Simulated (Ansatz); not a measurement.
Hf, DFT, PBE, PAW with Ansatz's default frozen-core files, scalar-relativistic (Ansatz 0.2.0), run on 1 thread of Intel(R) Xeon(R) 6975P-C (Granite Rapids) on a shared host.

The cell is COD entry 9008501, as deposited and not checked against the literature; nothing was relaxed. The listed cell was then made from it by scaling, straining or moving an atom.

Command: `ansatz run input.yaml --threads 1 --pin off --max-ram 3072MiB --backend cpu --events-out ev --progress --plain --runs-dir out`

```yaml
crystal:
  lattice:
    - [3.1966985242, 0.0, 0.0]
    - [-1.5983492621, 2.7684221302, 0.0]
    - [0.0, 0.0, 4.906066]
  atoms:
    - { symbol: Hf, position: [0.3333333333, 0.6666666667, 0.25] }
    - { symbol: Hf, position: [0.6666666667, 0.3333333333, 0.75] }
kpoints:
  mp_grid: { grid: [13, 13, 7] }
scf:
  occupations: { method: fermi_dirac, width: 0.05 }
hamiltonian:
  xc: pbe
  pseudopotentials: { kind: paw }
output:
  forces: true
  stress: true
  eigenvalues: true
  efg: { contact_densities: true }
```

Q: How large is the problem that the program sets up?

A: 84 irreducible k-points, 881 plane waves at Γ, 32 bands.

Q: Estimate the wall time and the peak memory.

A: 3.6 s of wall time for 6 SCF iterations, with a peak of 0.46 GiB. Times on shared machines scatter by tens of per cent.

Q: And the same cell and mesh by all-electron PAW (datasets made for this crystal), asked for forces, stress, eigenvalues, efg, on the same hardware?

A: 13 s, peak memory 0.72 GiB.
